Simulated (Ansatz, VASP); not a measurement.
# FeCo3 in VASP and in Ansatz

Contents of INCAR:

```
  PREC = Accurate
  ENCUT = 600
  EDIFF = 1E-6
  ISMEAR = 0
  SIGMA = 0.1
  LREAL = F
  LASPH = T
  NELM = 150
  ALGO = Normal
  ISIF = 3
  LWAVE = F
  LCHARG = F
  ISPIN = 2
  MAGMOM = 2.85 1.83 1.83 1.83
  LORBIT = 11
  LMAXMIX = 4
  GGA = PS
  IBRION = 2
  NSW = 80
  EDIFFG = -0.01
```

KPOINTS

```
regular mesh
0
Gamma
  4 4 4
```

The input POSCAR:

```
FeCo3
1.0
    3.5357026200      0.0000000000      0.0000000000
    0.0000000000      3.5357026200      0.0000000000
    0.0000000000      0.0000000000      3.5357026200
Fe Co
1 3
Direct
    0.0000000000      0.0000000000      0.0000000000
    0.5000000000      0.5000000000      0.0000000000
    0.5000000000      0.0000000000      0.5000000000
    0.0000000000      0.5000000000      0.5000000000
```

Input for Ansatz:

```yaml
crystal:
  lattice:
    - [3.53570262, 0.0, 0.0]
    - [0.0, 3.53570262, 0.0]
    - [0.0, 0.0, 3.53570262]
  atoms:
    - { symbol: Fe, position: [0.0, 0.0, 0.0], spin: 2.85 }
    - { symbol: Co, position: [0.5, 0.5, 0.0], spin: 1.83 }
    - { symbol: Co, position: [0.5, 0.0, 0.5], spin: 1.83 }
    - { symbol: Co, position: [0.0, 0.5, 0.5], spin: 1.83 }
basis:
  ecutwfc: 420
kpoints:
  mp_grid: { grid: [4, 4, 4] }
hamiltonian:
  xc: pbesol
scf:
  occupations: { method: gaussian, width: 0.1 }
output:
  forces: true
  stress: true
  eigenvalues: true
  populations: true
magnetization:
  spin_polarized: true
relax:
  adjacent_minimum: "off"
  f_tol: 0.01
  max_steps: 60
  cell: { stress_tol: 0.05 }
```

Alike in both runs: task relaxation of cell and atoms; functional PBEsol; k mesh 4 × 4 × 4; occupations gaussian, width 0.1 eV; collinear spin.

|  | VASP | Ansatz |
| --- | --- | --- |
| version | VASP 6.6.1 | Ansatz 0.2.0 |
| potentials or method | VASP PAW PBE potentials, release 64 (Fe, Co) | scalar-relativistic, plane waves, PAW |
| plane-wave cutoff (eV) | 600 | 420 |
| valence electrons in the cell | 35 | 67 |

VASP gave:

| Property | Result |
| --- | --- |
| gap on the k mesh at the Fermi level, each at its own relaxed structure (eV) | none |
| net moment per atom (μB) | 1.96 |
| size of the moment on the site where the two differ most (μB) | 1.72 |
| relaxed volume (Å³/atom) | 10.71 |
| relaxed cell length with the largest relative difference (Å) | 3.499 |
| energy change over the relaxation (meV/atom) | -8 |

Task: What did Ansatz give for the same quantities?

Result: gap on the k mesh at the Fermi level, each at its own relaxed structure (eV): none; net moment per atom (μB): 1.96; size of the moment on the site where the two differ most (μB): 1.77; relaxed volume (Å³/atom): 10.74; relaxed cell length with the largest relative difference (Å): 3.502; energy change over the relaxation (meV/atom): -7.

Site moments also hang on the region over which each program counts them. A gap of «none» marks a metal or a gap that the smearing closes. The two sets of potentials don't hold the same shells in valence.

Caveats: the k mesh is coarse (spacing up to 0.44 Å⁻¹), so the values aren't converged; the PAW data sets were made with another functional, which shifts forces and pressure a little (VASP).
